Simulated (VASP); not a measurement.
# MoTe₂: convergence, density of states

MoTe₂, P6_3/mmc (no. 194), 6 atoms in the cell. PBE; PAW potentials Te, Mo_sv (PBE set). VASP 6.6.1.

Wanted: density of states by 0.5 eV bins within 20 %; centre of the states within 12 eV below the valence top within 0.1 eV.

What the run is for: density of states; Accuracy asked: screening; k mesh of the density: 7 × 7 × 2.

POSCAR:
```
Te2Mo
1.0
    3.5182000000      0.0000000000      0.0000000000
   -1.7591000000      3.0468505756      0.0000000000
    0.0000000000      0.0000000000     13.9736000000
Te Mo
4 2
Direct
    0.6666666667      0.3333333333      0.3790000000
    0.3333333333      0.6666666667      0.8790000000
    0.6666666667      0.3333333333      0.1210000000
    0.3333333333      0.6666666667      0.6210000000
    0.6666666667      0.3333333333      0.7500000000
    0.3333333333      0.6666666667      0.2500000000
```

The series start from Plane-wave cutoff (eV): 280; k-point mesh: 12 × 12 × 3; Energy points (NEDOS): 2001; Occupations for the DOS: ISMEAR=-5; Electronic threshold (eV): 1e-6; Precision mode (PREC): Accurate. Each series keeps the choices made before it, and each single choice may use up half of a tolerance. Times cover all steps of a run.

## Plane-wave cutoff (eV)

| Plane-wave cutoff (eV) | Density of states by 0.5 eV bins, largest deviation against the largest value | Centre of the states within 12 eV below the valence top (eV) | Time (s) |
|---|---|---|---|
| 200 | 5 % | -4.33 | 20 |
| 240 | 0.34 % | -4.31 | 32 |
| 280 | 1 % | -4.31 | 40 |
| 320 | 0.85 % | -4.31 | 53 |
| 390 | 0.21 % | -4.31 | 59 |
| 490 (reference) | 0 % | -4.31 | 111 |

Chosen: 200, the loosest value from which every tighter one stays within half of the tolerance.

## k-point mesh

| k-point mesh | Density of states by 0.5 eV bins, largest deviation against the largest value | Centre of the states within 12 eV below the valence top (eV) | Time (s) |
|---|---|---|---|
| 5 × 5 × 1 | 27 % | -4.36 | 14 |
| 6 × 6 × 2 | 21 % | -4.34 | 16 |
| 8 × 8 × 2 | 6.9 % | -4.33 | 22 |
| 10 × 10 × 3 | 4.4 % | -4.33 | 18 |
| 12 × 12 × 3 | 3.8 % | -4.33 | 20 |
| 14 × 14 × 3 | 4.7 % | -4.34 | 22 |
| 18 × 18 × 4 | 3.1 % | -4.31 | 42 |
| 21 × 21 × 5 (reference) | 0 % | -4.31 | 45 |

Chosen: 8 × 8 × 2.

## Energy points (NEDOS)

| Energy points (NEDOS) | Density of states by 0.5 eV bins, largest deviation against the largest value | Centre of the states within 12 eV below the valence top (eV) | Time (s) |
|---|---|---|---|
| 301 | 4.6 % | -4.36 | 16 |
| 501 | 0.74 % | -4.32 | 16 |
| 1001 | 0.35 % | -4.32 | 16 |
| 2001 | 0.088 % | -4.33 | 22 |
| 4001 (reference) | 0 % | -4.33 | 16 |

Chosen: 301.

## Occupations for the DOS

| Occupations for the DOS | Density of states by 0.5 eV bins, largest deviation against the largest value | Centre of the states within 12 eV below the valence top (eV) | Time (s) |
|---|---|---|---|
| ISMEAR=-5 | 0 % | -4.36 | 16 |
| ISMEAR=-4 | 0 % | -4.36 | 17 |
| ISMEAR=0 SIGMA=0.05 | 11 % | -4.26 | 17 |
| ISMEAR=0 SIGMA=0.1 | 9 % | -4.27 | 16 |
| ISMEAR=-15 SIGMA=0.025 | 0 % | -4.36 | 17 |

Chosen: ISMEAR=-5; no other choice that stays within half of the tolerance saves 30 % of the time.

## Electronic threshold (eV)

| Electronic threshold (eV) | Density of states by 0.5 eV bins, largest deviation against the largest value | Centre of the states within 12 eV below the valence top (eV) | Time (s) |
|---|---|---|---|
| 0.001 | 2.8 % | -4.35 | 13 |
| 0.0001 | 0.63 % | -4.36 | 14 |
| 1e-5 | 0.22 % | -4.36 | 15 |
| 1e-6 (reference) | 0 % | -4.36 | 16 |

Chosen: 0.001.

## Precision mode (PREC)

| Precision mode (PREC) | Density of states by 0.5 eV bins, largest deviation against the largest value | Centre of the states within 12 eV below the valence top (eV) | Time (s) |
|---|---|---|---|
| Normal | 0.7 % | -4.35 | 10 |
| Accurate (reference) | 0 % | -4.35 | 13 |

Chosen: Normal.

## All choices together

| Input | Density of states by 0.5 eV bins, largest deviation against the largest value | Centre of the states within 12 eV below the valence top (eV) | Time (s) |
|---|---|---|---|
| defaults for smearing, thresholds and mesh (naive) | 59 % | -4.21 | 23 |
| chosen settings | 9.7 % | -4.35 | 10 |
| reference settings throughout | 0 % | -4.31 | 277 |

The tolerance is met.

## The input

INCAR.step1:
```
GGA = PE
ISMEAR = 0
SIGMA = 0.03
LWAVE = F
LCHARG = T
NBANDS = 50
PREC = Normal
LASPH = T
LREAL = F
ALGO = Normal
EDIFF = 0.001
NELM = 120
GGA_COMPAT = F
ENCUT = 200
EFERMI = MIDGAP
LMAXMIX = 4
KPAR = 2
```

INCAR.step2, as INCAR.step1 but for:
```
- ISMEAR = 0
- SIGMA = 0.03
- LCHARG = T
+ ISMEAR = -5
+ LCHARG = F
+ NEDOS = 301
+ LORBIT = 11
+ EMIN = -5.4281
+ EMAX = 16.5719
+ ICHARG = 11
```

KPOINTS.step1:
```
k-points
0
Gamma
  7 7 2
```

KPOINTS.step2:
```
Automatic mesh
0
Gamma
  8 8 2
  0 0 0
```

Commands (each step's output is kept before the next begins):
```
cat potpaw_PBE.64/Te/POTCAR potpaw_PBE.64/Mo_sv/POTCAR > POTCAR
cp INCAR.step1 INCAR
cp KPOINTS.step1 KPOINTS
mpirun -np 2 vasp_std > vasp.out
cp INCAR.step2 INCAR
cp KPOINTS.step2 KPOINTS
mpirun -np 2 vasp_std > vasp.out
```

Limits: The window of 12 eV cuts through a band, so the centre of the states depends on that edge.

The chosen input took VASP 6.6.1 10 s on 2 cores (Intel Xeon Platinum 8488C (Sapphire Rapids)), a shared host.

## An input that fails: tetrahedra on too few k points

VASP's message: IBZKPT: tetrahedron method fails for NKPT<4. NKPT = 1.

k mesh: 12 × 12 × 3 becomes 1 × 1 × 1.

Changes against the starting input:
```
(step 2)
- NELM = 120
- KPAR = 2
+ NELM = 90
```
